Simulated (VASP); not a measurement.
# Sc in VASP: single point with PBEsol+D3(BJ)

Aim: the single point of Sc with PBEsol+D3(BJ).

Program: VASP 6.6.1. These are calculated values, not measurements. Logs are shortened: lines on timing, memory, paths and dates and some standing lists are left out, and cuts for length are marked.

## 1. The structure

The cell holds a slab with vacuum, 3 atoms: a = 3.124 Å, b = 3.124 Å, c = 25.048 Å, α = 90.00°, β = 90.00°, γ = 120.00°.

The cell was built by a generator and needn't be a form met in nature.

## 2. Single point, PBEsol+D3(BJ)

Input file INCAR:

```
SYSTEM = Sc
PREC = Accurate
ENCUT = 520
EDIFF = 1E-7
ISMEAR = 1
SIGMA = 0.1
LREAL = .FALSE.
LASPH = .TRUE.
NELM = 100
ALGO = Normal
ISIF = 2
LWAVE = .FALSE.
LCHARG = .FALSE.
LDIPOL = .TRUE.
IDIPOL = 3
DIPOL = 0.5 0.5 0.381
GGA = PS
IVDW = 12
NBANDS = 24
```

Input file KPOINTS:

```
regular mesh
0
G
  12 12 1
  0 0 0
```

Input file POSCAR:

```
Sc
1.0
    3.1236330269      0.0000000000      0.0000000000
   -1.5618165135      2.7051455534      0.0000000000
    0.0000000000      0.0000000000     25.0475626166
Sc
3
Direct
    0.3333333333      0.6666666667      0.2794683102
    0.6666666667      0.3333333333      0.3802509368
    0.3333333333      0.6666666667      0.4822754813
```

Potentials or basis: VASP PAW PBE potentials, release 64 (Sc_sv).

Launch:

```
cat potpaw_PBE.64/Sc_sv/POTCAR > POTCAR
mpirun -np 1 vasp_std > vasp.out
```

OUTCAR:

```text
SYSTEM = Sc
   PREC = Accurate
   ENCUT = 520
   EDIFF = 1E-7
   ISMEAR = 1
   LREAL = .FALSE.
   LASPH = .TRUE.
   NELM = 100
   ISIF = 2
   GGA = PS
   IVDW = 12
 IVDW          = 12

 ion  position               nearest neighbor table
   1  0.333  0.667  0.279-   2 3.10   2 3.10   2 3.10
   2  0.667  0.333  0.380-   1 3.10   1 3.10   1 3.10   3 3.13   3 3.13   3 3.13
   3  0.333  0.667  0.482-   2 3.13   2 3.13   2 3.13

  LATTYP: Found a hexagonal cell.
 ALAT       =     3.1236330269
 C/A-ratio  =     8.0187276805

  Lattice vectors:

 A1 = (   3.1236330269,   0.0000000000,   0.0000000000)
 A2 = (  -1.5618165135,   2.7051455534,   0.0000000000)
 A3 = (   0.0000000000,   0.0000000000,  25.0475626166)

Analysis of symmetry for initial positions (statically):
=====================================================================
 Subroutine PRICEL returns:
 Original cell was already a primitive cell.

 Routine SETGRP: Setting up the symmetry group for a
 hexagonal supercell.

 Subroutine GETGRP returns: Found  6 space group operations
 (whereof  6 operations were pure point group operations)
 out of a pool of 24 trial point group operations.

The static configuration has the point symmetry C_3v.

Analysis of symmetry for dynamics (positions and initial velocities):
=====================================================================
 Subroutine PRICEL returns:
 Original cell was already a primitive cell.

 Routine SETGRP: Setting up the symmetry group for a
 hexagonal supercell.

 Subroutine GETGRP returns: Found  6 space group operations
 (whereof  6 operations were pure point group operations)
 out of a pool of 24 trial point group operations.

The dynamic configuration has the point symmetry C_3v.

 Subroutine INISYM returns: Found  6 space group operations
 (whereof  6 operations are pure point group operations),
 and found     1 'primitive' translations

----------------------------------------------------------------------------------------

                                     Primitive cell

  volume of cell :     211.6489

  direct lattice vectors                    reciprocal lattice vectors
     3.123633027  0.000000000  0.000000000     0.320140039  0.184832938  0.000000000
    -1.561816513  2.705145553  0.000000000     0.000000000  0.369665876  0.000000000
     0.000000000  0.000000000 25.047562617     0.000000000  0.000000000  0.039924044

  length of vectors
     3.123633027  3.123633027 25.047562617     0.369665876  0.369665876  0.039924044

  position of ions in fractional coordinates (direct lattice)
     0.333333333  0.666666667  0.279468310
     0.666666667  0.333333333  0.380250937
     0.333333333  0.666666667  0.482275481

  ion indices of the primitive-cell ions
   primitive index   ion index
                 1           1
                 2           2
                 3           3

----------------------------------------------------------------------------------------

 KPOINTS: regular mesh

Automatic generation of k-mesh.
 Grid dimensions read from file:
 generate k-points for:   12   12    1

 Generating k-lattice:

  Cartesian coordinates                     Fractional coordinates (reciprocal lattice)
     0.026678337  0.015402745  0.000000000     0.083333333  0.000000000  0.000000000
     0.000000000  0.030805490  0.000000000     0.000000000  0.083333333  0.000000000
     0.000000000  0.000000000  0.039924044     0.000000000  0.000000000  1.000000000

  Length of vectors
     0.030805490  0.030805490  0.039924044

  Shift w.r.t. Gamma in fractional coordinates (k-lattice)
     0.000000000  0.000000000  0.000000000

 Subroutine IBZKPT returns following result:
 ===========================================

 Found     19 irreducible k-points:

 Following reciprocal coordinates:
            Coordinates               Weight
  0.000000  0.000000  0.000000      1.000000
  0.083333  0.000000  0.000000      6.000000
  0.166667  0.000000  0.000000      6.000000
  0.250000  0.000000  0.000000      6.000000
  0.333333  0.000000  0.000000      6.000000
  0.416667  0.000000  0.000000      6.000000
[... 11 lines left out ...]
  0.333333  0.250000  0.000000     12.000000
  0.333333  0.333333  0.000000      2.000000
   k-points           NKPTS =     19   k-points in BZ     NKDIM =     19   number of bands    NBANDS=     24
   number of dos      NEDOS =    301   number of ions     NIONS =      3
   total plane-waves  NPLWV = 110592
   dimension x,y,z NGX =    24 NGY =   24 NGZ =  192
   dimension x,y,z NGXF=    48 NGYF=   48 NGZF=  384
   ions per type =               3
   NGX,Y,Z   is equivalent  to a cutoff of  12.77, 12.77, 12.74 a.u.
   NGXF,Y,Z  is equivalent  to a cutoff of  25.55, 25.55, 25.49 a.u.
 SYSTEM =  Sc
   PREC   = accura    normal or accurate (medium, high low for compatibility)
   ISTART =      0    job   : 0-new  1-cont  2-samecut
   ICHARG =      2    charge: 1-file 2-atom 10-const
   ISPIN  =      1    spin polarized calculation?
   LNONCOLLINEAR =      F non collinear calculations
   LSORBIT =      F    spin-orbit coupling
   LASPH  =      T    aspherical Exc in radial PAW
   ENCUT  =  520.0 eV  38.22 Ry    6.18 a.u.   5.81  5.81 46.57*2*pi/ulx,y,z
   NELM   =    100;   NELMIN=  2; NELMDL= -5     # of ELM steps
   EDIFF  = 0.1E-06   stopping-criterion for ELM
   LREAL  =      F    real-space projection
   EDIFFG = 0.1E-05   stopping-criterion for IOM
   NSW    =      0    number of steps for IOM
   IBRION =     -1    ionic relax: 0-MD 1-quasi-New 2-CG
   NFREE  =      0    steps in history (QN), initial steepest desc. (CG)
   ISIF   =      2    stress and relaxation
   ISYM   =      2    0-nonsym 1-usesym 2-fastsym
   POTIM  = 0.5000    time-step for ionic-motion
   TEBEG  =    0.0;   TEEND  =   0.0 temperature during run
   PSTRESS=    0.0 pullay stress
   NELECT =      33.0000    total number of electrons
   NUPDOWN=      -1.0000    fix difference up-down
   EMIN   =  10.00;   EMAX   =-10.00  energy-range for DOS
   EFERMI =   0.00;   METHOD = LEGACY
   ISMEAR =     1;   SIGMA  =   0.10  broadening in eV -4-tet -1-fermi 0-gaus
   EFERMI_NEDOS =   21; number of points for ismear=-14 and -15
   IALGO  =     38    algorithm
   IMIX   =      4    mixing-type and parameters
     AMIX     =   0.40;   BMIX     =  1.00
     AMIX_MAG =   1.60;   BMIX_MAG =  1.00
  volume/ion in A,a.u.               =      70.55       476.09
  Fermi-wavevector in a.u.,A,eV,Ry     =   0.881132  1.665097 10.563466  0.776393
  Thomas-Fermi vector in A             =   2.001586
   LORBIT       =      0    0 simple, 1 ext, 2 COOP (PROOUT), +10 PAW based schemes
   GGA     = PS    functional components
   LHFCALC =     F    Hartree Fock is set to
   AEXX    =    0.0000 exact exchange contribution
   IVDW    =    12    specifies the selected vdW correction
   LEPSILON=     F    determine dielectric tensor
   LRPA    =     F    only Hartree local field effects (RPA)
 non-spin polarized calculation
 Methfessel and Paxton  Order N= 1 SIGMA  =   0.10
  energy-cutoff  :      520.00
  volume of cell :      211.65
 maximum number of plane-waves:      5726
 NGX is ok and might be reduce to    24
   NGX = 11   NGY = 11   NGZ = 93

 dipolmoment           0.000000      0.000000     -0.062656 electrons x Angstroem

 number of electron      33.0000008 magnetization

 dipolmoment           0.000000      0.000000      0.001353 electrons x Angstroem

 Free energy of the ion-electron system (eV)
  ---------------------------------------------------
  ext. energy  EPLUGINS =         0.00000000
  ---------------------------------------------------
  free energy    TOTEN  =       -18.16428512 eV

  energy without entropy =      -18.16409769  energy(sigma->0) =      -18.16422264

 E-fermi :  -1.0373     XC(G=0):  -4.0029

 val. band max:       -1.0679396028   @ k =   0.2500   0.0833   0.0000
 cond. band min:      -1.0368442681   @ k =   0.0000   0.0000   0.0000
 fundamental gap:      0.0310953347
 Fermi energy:        -1.0373071744

 k-point     1 :       0.0000    0.0000    0.0000
  band No.  band energies     occupation
      1     -50.2763      2.00000
      2     -50.2462      2.00000
      3     -49.6804      2.00000
      4     -29.1214      2.00000
      5     -29.0441      2.00000
      6     -28.7485      2.00000
[... 16 lines left out ...]
     23       0.6246     -0.00000
     24       1.0417      0.00000

 k-point     2 :       0.0833    0.0000    0.0000
  band No.  band energies     occupation
      1     -50.2716      2.00000
      2     -50.2414      2.00000
      3     -49.6759      2.00000
      4     -29.1130      2.00000
      5     -29.0404      2.00000
      6     -28.7820      2.00000
[... 16 lines left out ...]
     23       0.7549     -0.00000
     24       0.9494     -0.00000

 k-point     3 :       0.1667    0.0000    0.0000
  band No.  band energies     occupation
      1     -50.2587      2.00000
      2     -50.2284      2.00000
      3     -49.6635      2.00000
      4     -29.0902      2.00000
      5     -29.0307      2.00000
      6     -28.8719      2.00000
[... 16 lines left out ...]
     23       0.9802      0.00000
     24       1.1275      0.00000
[... 379 lines left out ...]
 k-point    18 :       0.3333    0.2500    0.0000
  band No.  band energies     occupation
      1     -50.1987      2.00000
      2     -50.1682      2.00000
      3     -49.6059      2.00000
      4     -29.1425      2.00000
      5     -29.1143      2.00000
      6     -29.0041      2.00000
[... 16 lines left out ...]
     23       1.3047      0.00000
     24       2.1590      0.00000

 k-point    19 :       0.3333    0.3333    0.0000
  band No.  band energies     occupation
      1     -50.1964      2.00000
      2     -50.1658      2.00000
      3     -49.6035      2.00000
      4     -29.0910      2.00000
      5     -29.0780      2.00000
      6     -29.0569      2.00000
[... 16 lines left out ...]
     23       1.3926      0.00000
     24       2.1808      0.00000

------------------------ aborting loop because EDIFF is reached ----------------------------------------

 vacuum level on the upper side and lower side of the slab       (xc-potential included)        -0.069        -0.101

 Edisp (eV)   -0.87558

 E8    (eV) :    -0.6390

  FORCE on cell =-STRESS in cart. coord.  units (eV):
  Direction    XX          YY          ZZ          XY          YZ          ZX
  --------------------------------------------------------------------------------------
  -------------------------------------------------------------------------------------
  Total       0.98711     0.98711    -0.03828    -0.00000     0.00000     0.00000
  in kB       7.47238     7.47238    -0.28981    -0.00000     0.00000     0.00000
  external pressure =        4.88 kB  Pullay stress =        0.00 kB

 VOLUME and BASIS-vectors are now :
 -----------------------------------------------------------------------------
  energy-cutoff  :      520.00
  volume of cell :      211.65
      direct lattice vectors                 reciprocal lattice vectors
     3.123633027  0.000000000  0.000000000     0.320140039  0.184832938  0.000000000
    -1.561816513  2.705145553  0.000000000     0.000000000  0.369665876  0.000000000
     0.000000000  0.000000000 25.047562617     0.000000000  0.000000000  0.039924044

 POSITION                                       TOTAL-FORCE (eV/Angst)
 -----------------------------------------------------------------------------------
     -0.00000      1.80343      7.00000        -0.000000     -0.000000     -0.032267
      1.56182      0.90172      9.52436         0.000000      0.000000      0.064445
     -0.00000      1.80343     12.07983         0.000000     -0.000000     -0.032178
 -----------------------------------------------------------------------------------
    total drift:                                0.000000     -0.000000      0.000321

  FREE ENERGIE OF THE ION-ELECTRON SYSTEM (eV)
  ---------------------------------------------------
  free  energy   TOTEN  =       -19.0398689222 eV

  energy  without entropy=      -19.0396814919  energy(sigma->0) =      -19.03980645

 vacuum level on the upper side and lower side of the slab         2.558         2.523
```

Run time: 3.5 min. Hardware: 1 thread of Intel Xeon Platinum 8488C (Sapphire Rapids), shared host; peak memory 0.35 GiB.

What came out:

| Quantity | Value |
| --- | --- |
| Free energy | -19.0399 eV |
| Largest force | 0.064 eV/Å |
| Band gap on the k mesh | none (metal or under the smearing width) |
| Dispersion energy per atom | -0.292 eV |

Forces on the atoms (eV/Å):
```
Sc   0.000  0.000 -0.032
Sc   0.000  0.000  0.064
Sc   0.000  0.000 -0.032
```

Levels at points of the mesh, in eV from the Fermi level:
| k point | band 14 | band 15 | band 16 | band 17 | band 18 | band 19 | band 20 | band 21 |
| --- | --- | --- | --- | --- | --- | --- | --- | --- |
| (0.00, 0.00, 0.00) | -3.83 | -2.44 | 0.00 | 0.07 | 0.71 | 1.45 | 1.60 | 1.60 |
| (0.50, 0.00, 0.00) | -1.49 | -1.27 | -0.53 | -0.20 | 0.53 | 0.85 | 1.52 | 1.68 |

Caveat: the PAW data sets were made with another functional, which shifts forces and pressure a little.
